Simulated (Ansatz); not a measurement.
A run of Ansatz 0.2.0 is set up as follows.

Contents of input.yaml:

```yaml
crystal:
  lattice:
    - [2.8795009639, 0.0, 0.0]
    - [0.039072758, 2.8792794796, 0.0]
    - [0.0174953863, 0.0172449008, 5.1763391994]
  atoms:
    - { symbol: Cu, position: [0.0, 0.5, 0.0] }
    - { symbol: Cu, position: [0.5, 0.0, 0.5] }
    - { symbol: O, position: [0.99842397, 0.00167178, 0.7498871] }
    - { symbol: O, position: [0.00157603, 0.99832822, 0.2501129] }
hamiltonian:
  xc: pbesol
  pseudopotentials: { kind: paw }
kpoints:
  mp_grid: { grid: [8, 8, 6] }
scf:
  occupations: { method: fermi_dirac, width: 0.05 }
output:
  forces: true
  stress: true
elastic:
  mode: relaxed_ion
  stencil: two_point
```

Potentials or basis: Ansatz PAW.

Command:

```sh
$ ansatz run input.yaml --threads 2 --pin off --max-ram 5632MiB --backend cpu --events-out ev --progress --plain --runs-dir out
```

Task: What does it give for the Voigt bulk modulus?

Result: 165 GPa.

Task: Estimate the pressure.

Result: -2.1 GPa.

Stress tensor (GPa, compression positive):
```
-0.87 -0.09 -0.06
-0.09 -0.87 -0.06
-0.06 -0.06 -4.47
```

Caveat: elastic constants of metals need much finer meshes, so these are rough; the pressure holds a Pulay correction of +0.7 GPa for the finite cutoff; the run has no spin polarisation, though such a crystal can be magnetic; the PAW data sets come from PBE, with cores solved anew for the run's functional, which leaves a small shift of forces and pressure.
